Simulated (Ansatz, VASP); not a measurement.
**HfO2: VASP beside Ansatz**

Wanted: the spread between two codes on one cell, functional and k mesh. The structure shown is the end of the Ansatz relaxation below.

Method: plane waves, with VASP 6.6.1 beside it; single point at PBEsol, in Ansatz 0.2.0.

## 1. The starting structure

Symmetry: Pca2_1, No. 29, orthorhombic system. Conventional cell: a = 5.199 Å, b = 4.978 Å, c = 5.194 Å, α = 90.00°, β = 90.00°, γ = 90.00°. Nearest to Hf lie 7 O at 2.03 to 2.24 Å. O has 3 Hf at 2.03 to 2.17 Å nearest. Nearest to O lie 4 Hf at 2.13 to 2.24 Å. Farther neighbours and most contacts between anions are not listed.

## 2. Ansatz: relaxation, PBEsol

Ansatz runs on its PAW soft_1 files.

This run makes the geometry at which the two programs are then compared.

Contents of input.yaml:

```yaml
crystal:
  lattice:
    - [5.1894142825, 0.0, 0.0]
    - [0.0, 4.9801853575, 0.0]
    - [0.0, 0.0, 5.1935175]
  atoms:
    - { symbol: Hf, position: [0.9671098, 0.7324279, 0.7526446] }
    - { symbol: Hf, position: [0.0328902, 0.2675721, 0.2526446] }
    - { symbol: Hf, position: [0.4671098, 0.2675721, 0.7526446] }
    - { symbol: Hf, position: [0.5328902, 0.7324279, 0.2526446] }
    - { symbol: O, position: [0.6319774, 0.9282763, 0.8902418] }
    - { symbol: O, position: [0.3680226, 0.0717237, 0.3902418] }
    - { symbol: O, position: [0.1319774, 0.0717237, 0.8902418] }
    - { symbol: O, position: [0.8680226, 0.9282763, 0.3902418] }
    - { symbol: O, position: [0.7659856, 0.4596735, 0.0011137] }
    - { symbol: O, position: [0.2340144, 0.5403265, 0.5011137] }
    - { symbol: O, position: [0.2659856, 0.5403265, 0.0011137] }
    - { symbol: O, position: [0.7340144, 0.4596735, 0.5011137] }
kpoints:
  mp_grid: { grid: [6, 6, 6] }
scf:
  occupations: { method: fermi_dirac, width: 0.02 }
hamiltonian:
  xc: pbesol
  pseudopotentials: { kind: paw, azcp: { folder: soft_1 }, xc_functional: pbe }
basis:
  ecutwfc: 600
output:
  forces: true
  stress: true
  write_density: true
  write_potential: true
  elf: true
  volumetric_format: npy
relax:
  f_tol: 0.005
  max_steps: 70
  cell: { stress_tol: 0.02, p_target: 0, fix: [c, alpha, beta, gamma] }
```

Run with:

```console
$ ansatz run input.yaml --threads 4 --pin off --max-ram 10240MiB --backend cpu --events-out ev --progress --plain --runs-dir out
```

Numbers of over 12 decimals in the logs are rounded to 6 here.

What it wrote:

```text
Engine: ansatz 0.2.0, aarch64-unknown-linux-gnu
Pseudopotentials: kind: paw
Pseudopotential: Hf, paw, valence charge 26, recommended cutoff 420 eV (normal), soft_1/Hf.paw.azcp
Pseudopotential: O, paw, valence charge 6, recommended cutoff 420 eV (normal), soft_1/O.paw.azcp
Functional definition: PBEsol
  exchange = pbesol_x
  correlation = pbesol_c
Crystal: 12 atoms, lattice volume = 134.223 Å³
Basis set: ecut = 600 eV, 4519 PW (Γ), exchange–correlation on 90×80×90 points (8 copies of the dense FFT grid, shifted against one another)
Bands: 92, of which v1, the nominal top of the filled ones, is band 76 counted from 1 (75 counted from 0)
Symmetry: 4 space group operations
Space group: Pca21 (ITA 29), of the structure as read, at distance tolerance 5.1e-5 Å
k-points: 64 of 216 (time reversal used)
Non-local potential: Hf, projectors of the file, l = 0: 3, l = 1: 2, l = 2: 2, l = 3: 3
Non-local potential: O, projectors of the file, l = 0: 2, l = 1: 2, l = 2: 1
PAW form: soft (Blöchl's): semilocal exchange-correlation on the pseudo side does not see the compensation charge
PAW frozen core: Hf, regenerated for the run's functional, and the local potential with it (the file was generated under x = pbe(κ = 0.804, μ = 0.219515), c = pbe(β = 0.066725))
PAW frozen core: O, regenerated for the run's functional, and the local potential with it (the file was generated under x = pbe(κ = 0.804, μ = 0.219515), c = pbe(β = 0.066725))
PAW one-centre angular grid: Hf, 590 points (default); XC on 64 Gauss nodes
PAW one-centre angular grid: O, 110 points (default); XC on 64 Gauss nodes
Initial density: superposition of atomic densities (chi_scale 0.1, normalization cell, long waves kept (reshape's long-wave potential 0.01 eV rms))
Initial wavefunctions: pseudopotential atomic-orbital guess
Functional: x = pbesol(κ = 0.804, μ = 0.123457), c = pbesol(β = 0.046)
SCF iter   1: F=—  HF=-66906.644908 eV  |F-HF|=—  |Δ(HF+E_count)|=         —  Δρ=9.37e-2  dr2=9.05e0  ethr=3.10e-3  ⟨swp⟩=6.0  Hψ=17776  notcnv=0  defer=188
preconditioner: auto → Resta (q_TF=auto, 2.785 Å⁻¹)  ε∞=5.1  [insulator: Δε(μ)=3.234 eV  Ē_g=19.107 eV  σ=0.020 eV  W_gap=1.00  n_scr=48 (ndim 8)  ℏωp=38.5 eV  f_vac=0.000  D(μ)=0.00/eV (n_scr^D=0)  ε∞_Penn≈5.1]
SCF iter   2: F=—  HF=-66904.593868 eV  |F-HF|=—  |Δ(HF+E_count)|=    2.05e0  Δρ=4.20e-2  dr2=2.02e0  ethr=3.10e-3  ⟨swp⟩=2.9  Hψ=12086  notcnv=0  defer=595
SCF iter   3: F=—  HF=-66904.040232 eV  |F-HF|=—  |Δ(HF+E_count)|=   5.54e-1  Δρ=2.22e-2  dr2=6.00e-1  ethr=1.33e-3  ⟨swp⟩=2.0  Hψ=9177  notcnv=0  defer=595
SCF iter   4: F=—  HF=-66903.909449 eV  |F-HF|=—  |Δ(HF+E_count)|=   1.31e-1  Δρ=8.46e-3  dr2=5.52e-2  ethr=3.95e-4  ⟨swp⟩=3.1  Hψ=10995  notcnv=0  defer=595
SCF iter   5: F=—  HF=-66903.935176 eV  |F-HF|=—  |Δ(HF+E_count)|=   2.57e-2  Δρ=3.10e-3  dr2=1.62e-2  ethr=3.63e-5  ⟨swp⟩=2.0  Hψ=9488  notcnv=0  defer=595
SCF iter   6: F=—  HF=-66903.929155 eV  |F-HF|=—  |Δ(HF+E_count)|=   6.02e-3  Δρ=8.95e-4  dr2=8.74e-4  ethr=1.07e-5  ⟨swp⟩=2.0  Hψ=10586  notcnv=0  defer=595
SCF iter   7: F=—  HF=-66903.930108 eV  |F-HF|=—  |Δ(HF+E_count)|=   9.53e-4  Δρ=4.88e-4  dr2=2.37e-4  ethr=5.75e-7  ⟨swp⟩=2.0  Hψ=10220  notcnv=0  defer=595
SCF iter   8: F=—  HF=-66903.930103 eV  |F-HF|=—  |Δ(HF+E_count)|=   5.21e-6  Δρ=2.90e-4  dr2=8.78e-5  ethr=1.56e-7  ⟨swp⟩=2.0  Hψ=9130  notcnv=0  defer=595
SCF iter   9: F=—  HF=-66903.929962 eV  |F-HF|=—  |Δ(HF+E_count)|=   1.42e-4  Δρ=4.40e-5  dr2=1.86e-6  ethr=5.77e-8  ⟨swp⟩=2.0  Hψ=9413  notcnv=0  defer=595
SCF iter  10: F=-66903.929963 eV  HF=-66903.929963 eV  |F-HF|=1.36e-8  |Δ(HF+E_count)|=   1.61e-6  Δρ=8.88e-6  dr2=9.31e-8  ethr=6.58e-11  ⟨swp⟩=6.0  Hψ=39312  notcnv=0
SCF 1 converged in 10 iterations: F = -66903.929963 eV  dr2 = 9.31e-8
  greatest PAW one-centre occupation: 0.999 electrons in one spin orbital (limit 2), on the Hf atom at site 0 (counted from 0), in its partial waves of l = 3
relax step   1: F+E_penalty+E_count = -66903.92996314 eV  Δ(F+E_penalty+E_count) = +0.000e0 eV  max|allowed force component| = 1.206e-1 eV/Å  Δτ_max = 0.0000 Å  P = -3.197 GPa  Ω = 134.223 Å³  fix = [c, alpha, beta, gamma]  reactions: c -10.181 GPa  (10 SCF iters, dr2 threshold 1.00e-7 eV, accepted)
Crystal: 12 atoms, lattice volume = 134.314 Å³
Initial density: handed on by an earlier stage of this run
Initial wavefunctions: those handed on with the density
iter 1 solved again at ethr=2.48e-6 eV; its pass at ethr=3.10e-3 eV (dr2=3.78e-3 eV) is discarded
SCF iter   1: F=—  HF=-66903.933556 eV  |F-HF|=—  |Δ(HF+E_count)|=         —  Δρ=2.33e-3  dr2=3.59e-3  ethr=2.48e-6  ⟨swp⟩=2.7  Hψ=22364  notcnv=0
preconditioner: auto → Resta (q_TF=auto, 2.785 Å⁻¹)  ε∞=5.5  [insulator: Δε(μ)=4.246 eV  Ē_g=18.072 eV  σ=0.020 eV  W_gap=1.00  n_scr=48 (ndim 8)  ℏωp=38.4 eV  f_vac=0.038  D(μ)=0.00/eV (n_scr^D=0)  ε∞_Penn≈5.5]
[...]
preconditioner: auto → Resta (q_TF=auto, 2.785 Å⁻¹)  ε∞=5.5  [insulator: Δε(μ)=4.261 eV  Ē_g=18.073 eV  σ=0.020 eV  W_gap=1.00  n_scr=48 (ndim 8)  ℏωp=38.4 eV  f_vac=0.039  D(μ)=0.00/eV (n_scr^D=0)  ε∞_Penn≈5.5]
SCF iter   2: F=—  HF=-66903.934865 eV  |F-HF|=—  |Δ(HF+E_count)|=   1.53e-4  Δρ=1.80e-5  dr2=7.70e-9  ethr=1.78e-11  ⟨swp⟩=3.0  Hψ=14841  notcnv=0
SCF iter   3: F=—  HF=-66903.934867 eV  |F-HF|=—  |Δ(HF+E_count)|=   1.97e-6  Δρ=1.21e-6  dr2=9.76e-10  ethr=5.07e-12  ⟨swp⟩=2.0  Hψ=7422  notcnv=0
SCF iter   4: F=—  HF=-66903.934867 eV  |F-HF|=—  |Δ(HF+E_count)|=   1.72e-9  Δρ=3.14e-7  dr2=7.38e-11  ethr=1.00e-12  ⟨swp⟩=2.0  Hψ=9447  notcnv=0
SCF iter   5: F=—  HF=-66903.934867 eV  |F-HF|=—  |Δ(HF+E_count)|=  2.91e-11  Δρ=1.89e-7  dr2=2.22e-11  ethr=1.00e-12  ⟨swp⟩=5.0  Hψ=25599  notcnv=0
SCF iter   6: F=-66903.934867 eV  HF=-66903.934867 eV  |F-HF|=0.00e0  |Δ(HF+E_count)|=  4.37e-11  Δρ=8.34e-8  dr2=6.93e-12  ethr=1.00e-12  ⟨swp⟩=5.0  Hψ=25268  notcnv=0
SCF 7 converged in 6 iterations: F = -66903.934867 eV  dr2 = 6.93e-12
relax step   7: F+E_penalty+E_count = -66903.93486707 eV  Δ(F+E_penalty+E_count) = -2.410e-5 eV  max|allowed force component| = 7.418e-4 eV/Å  Δτ_max = 0.0000 Å  P = -3.356 GPa  Ω = 134.411 Å³  fix = [c, alpha, beta, gamma]  reactions: c -10.061 GPa  stress off target by 7.01e-3 GPa on what of the cell is left free  SCF on the basis re-selected at this cell (its energy is not comparable with the rows above)  (6 SCF iters)
basis re-selected at this cell: Δ(F+E_penalty+E_count) = -2.410e-5 eV, ΔP = -0.000 GPa vs the last step (what re-selecting the basis moved, of the pressure what is left beyond the Pulay correction that the steps carried, after the strain that the cell walked since its last selection, with what the two solves' SCF thresholds leave and, on support functions, any second-order correction that the steps lacked; it is no m [...]
SCF converged after 6 iterations
Free energy (F): -66903.934867 eV
Harris-Foulkes:  -66903.934867 eV  (|F-HF|=0.00e0)
Internal energy: -66903.934867 eV  (E = F + TS)
E sigma→0 (E₀):  -66903.934867 eV
Fermi energy:    15.632593 eV
--- Per-component energies (eV) ---
  E_band       = -95.163927
  E_kinetic    = 2964.796639
  E_local      = -28594.857000  (includes V_loc(G=0)·N_el)
  E_nonlocal   = 706.583121
  E_hartree    = 13591.430891
  E_xc         = -1621.965927
  E_vxc        = -1742.049490  (∫ρ·V_xc dr)
  E_paw        = -31572.388521  (= ΣΔE_a)
  E_vpaw       = -612.500467  (= ΣTr[D̂ρ^β])
  E_aug_tail   = 0.001619  (compensation charges beyond the density's cutoff)
  E_ewald      = -22382.822217
  E_core_change = 5.286528  (= ΣΔE_core)
  E_smearing   = -0.000000  (= −TS)
  E_closure    = 0.000000  (closes the sum)
  Σ components = -66903.934867   (vs F -66903.934867, Δ=0.00e0)
--- Forces (eV/Å), atoms counted from 1 ---
  atom   1  Hf    -0.00031620     0.00074184     0.00039684
  atom   2  Hf     0.00031620    -0.00074184     0.00039684
  atom   3  Hf    -0.00031620    -0.00074184     0.00039684
  atom   4  Hf     0.00031620     0.00074184     0.00039684
  atom   5  O      0.00009601     0.00009548    -0.00020389
  atom   6  O     -0.00009601    -0.00009548    -0.00020389
  atom   7  O      0.00009601    -0.00009548    -0.00020389
  atom   8  O     -0.00009601     0.00009548    -0.00020389
  atom   9  O      0.00015314     0.00011254    -0.00019349
  atom  10  O     -0.00015314    -0.00011254    -0.00019349
  atom  11  O      0.00015314    -0.00011254    -0.00019349
  atom  12  O     -0.00015314     0.00011254    -0.00019349
  max |Σ_I F_I| component: 2.19e-6 eV/Å
--- Stress (GPa, compression-positive) ---
       -0.000741       0.000000      -0.000000
        0.000000      -0.007013       0.000000
       -0.000000       0.000000     -10.061173
  P = ⅓ Tr σ = -3.3563 GPa (-33.563 kbar)
--- Band table (eV; the first three rows and the last of 64) ---
  k-point 0: bands = [... 72 lower, 12.4711, 13.3835, 13.5022, 13.5138, 18.1352, 18.6977, 18.7379, 19.0490, ... 12 higher]
  k-point 1: bands = [... 72 lower, 12.5584, 13.3481, 13.4575, 13.4600, 18.1082, 18.6813, 18.6841, 19.1184, ... 12 higher]
  k-point 2: bands = [... 72 lower, 12.9301, 13.2956, 13.3641, 13.3648, 18.0078, 18.3195, 18.7020, 18.9335, ... 12 higher]
  k-point 63: bands = [... 72 lower, 12.6752, 12.6752, 12.6752, 12.6752, 17.9887, 17.9887, 17.9887, 17.9887, ... 12 higher]
--- Relaxed structure (6 steps of the walk, 6 accepted, 1 SCFs on fresh bases) ---
  F+E_penalty+E_count = -66903.93486707 eV   max|allowed force component| = 7.418e-4 eV/Å   (the final SCF, on the basis selected at the relaxed cell)
  cell:  # Å, volume = 134.4107 Å³
    - [5.198839, 0, 0]
    - [0, 4.978125, 0]
    - [0, 0, 5.1935175]
  atoms:
    - { symbol: Hf, position: [0.966360, 0.732147, 0.750857] }
    - { symbol: Hf, position: [0.033640, 0.267853, 0.250857] }
    - { symbol: Hf, position: [0.466360, 0.267853, 0.750857] }
    - { symbol: Hf, position: [0.533640, 0.732147, 0.250857] }
    - { symbol: O, position: [0.634383, 0.930990, 0.893396] }
    - { symbol: O, position: [0.365617, 0.069010, 0.393396] }
    - { symbol: O, position: [0.134383, 0.069010, 0.893396] }
    - { symbol: O, position: [0.865617, 0.930990, 0.393396] }
    - { symbol: O, position: [0.766931, 0.459684, -0.000252942] }
    - { symbol: O, position: [0.233069, 0.540316, 0.499747] }
    - { symbol: O, position: [0.266931, 0.540316, -0.000252942] }
    - { symbol: O, position: [0.733069, 0.459684, 0.499747] }
```

Reading the cycles: dr2 is the Hartree energy of the density residual (eV), the measure of convergence; HF is the Harris–Foulkes estimate of the energy, which meets the free energy F at convergence.

[end of part 1 of 2]

[Lines on the potential files, build, host, timing and source positions are cut from VASP's logs without a mark.]

[Logs are printed without paths, hosts, clocks, repeated set-up lines and the standing remarks that a program may print on its own settings, such as how far it seeks lower states.]

[Hosts, paths, dates, database ids (printed as entryN), source tags and the programs' standing remarks are cut or masked in the printed files.]
